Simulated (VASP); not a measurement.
A VASP 6.6.1 single-point calculation on MgO

INCAR

```
MAGMOM = 3 3
SIGMA = 0.02
ISPIN = 2
ENCUT = 520
NELM = 120
LREAL = .FALSE.
ISIF = 2
NBANDS = 5
IBRION = -1
LWAVE = .FALSE.
NSW = 0
GGA = PE
EDIFF = 1E-7
LASPH = .TRUE.
LCHARG = .FALSE.
PREC = Accurate
ISMEAR = -1
```

KPOINTS

```
KPOINTS created by Atomic Simulation Environment
0
Monkhorst-Pack
10 10 10
0 0 0
```

POSCAR

```
Mg O
 1.0000000000000000
     0.0000000000000000    2.1231890895999999    2.1231890895999999
     2.1231890895999999    0.0000000000000000    2.1231890895999999
     2.1231890895999999    2.1231890895999999    0.0000000000000000
 Mg  O
   1   1
Cartesian
  0.0000000000000000  0.0000000000000000  0.0000000000000000
  2.1231890895999994  2.1231890895999994  2.1231890895999994
```

The recommended PBE PAW datasets give the neutral cell 8 valence electrons.

Command

```
mpirun -np 1 vasp_std
```

Q: How does this run end, and what does it give?

A: It converged. Results: pressure 0.1 GPa; magnetic moment of the cell 0.00 μB.

OSZICAR

```
N       E                     dE             d eps       ncg     rms          rms(c)
DAV:   1     0.426941890061E+02    0.42694E+02   -0.35341E+03  2575   0.106E+03
DAV:   2    -0.458264551159E+00   -0.43152E+02   -0.39777E+02  2790   0.244E+02
DAV:   3    -0.173838068949E+01   -0.12801E+01   -0.12801E+01  2655   0.522E+01
DAV:   4    -0.174414611662E+01   -0.57654E-02   -0.57654E-02  3210   0.346E+00
DAV:   5    -0.174415523659E+01   -0.91200E-05   -0.91199E-05  2815   0.893E-02    0.249E+01
DAV:   6    -0.109013193550E+02   -0.91572E+01   -0.29146E+01  2595   0.601E+01    0.106E+01
DAV:   7    -0.119170755781E+02   -0.10158E+01   -0.10945E+00  2425   0.148E+01    0.183E+00
DAV:   8    -0.119082371997E+02    0.88384E-02   -0.79770E-02  2665   0.430E+00    0.996E-01
DAV:   9    -0.119126251649E+02   -0.43880E-02   -0.14613E-02  2415   0.262E+00    0.374E-01
DAV:  10    -0.119117419230E+02    0.88324E-03   -0.46644E-03  2695   0.820E-01    0.144E-01
DAV:  11    -0.119117662354E+02   -0.24312E-04   -0.18127E-03  2615   0.473E-01    0.450E-02
DAV:  12    -0.119117733284E+02   -0.70930E-05   -0.18627E-04  2325   0.172E-01    0.101E-02
DAV:  13    -0.119117803420E+02   -0.70136E-05   -0.88185E-06  2330   0.716E-02    0.299E-03
DAV:  14    -0.119117803978E+02   -0.55826E-07   -0.40498E-07  3090   0.967E-03
   1 F= -.11911780E+02 E0= -.11911780E+02  d E =-.766331E-12  mag=     0.0000
```

The shifted mesh misses Γ, so a band edge there is missed.

For comparison, a separate PBE run of the intended cell, on usual settings and not on those above, gives a gap of 4.49 eV on its mesh and a pressure of 0.1 GPa.
